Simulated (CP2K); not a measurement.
TiO2:

```
Ti O
1.0
     4.59984    0.00000    0.00000
     0.00000    4.59984    0.00000
     0.00000    0.00000    2.95921
Ti O
2 4
Direct
  0.00000 0.00000 0.50000
  0.50000 0.50000 0.00000
  0.30432 0.30432 0.50000
  0.19568 0.80432 0.00000
  0.80432 0.19568 0.00000
  0.69568 0.69568 0.50000
```

The cell is a database's computed one.

Base run:

| Item | Value |
| --- | --- |
| Program | CP2K 2026.2 |
| Functional | PBEsol |
| Potentials or basis | POTENTIAL_UZH Ti GTH-PBE-q12, O GTH-PBE-q6; TZVP-MOLOPT-PBE-GTH basis |
| Density cutoff | 8163 eV |
| k mesh | 6 × 6 × 9 |
| Occupations | fermi-dirac, width 0.05 eV |
| Spin | no spin polarisation |

Its results: band gap on the k mesh 1.77 eV, direct; pressure -1.1 GPa; largest force 0.114 eV/Å.

Task: The run is repeated on the same cell with these changes: functional from PBEsol to PBE; occupations from fermi-dirac, width 0.05 eV to gaussian, width 0.011 eV. What comes out?

Result: Band gap on the k mesh 1.80 eV, direct; pressure 5.2 GPa; largest force 0.062 eV/Å.

Caveats: the basis of atomic orbitals isn't converged, which shifts pressures, moduli and gaps; the potentials were made for another functional, which shifts forces and pressure (some runs); an odd mesh through Γ misses points on the zone boundary, where band edges often lie (some runs).
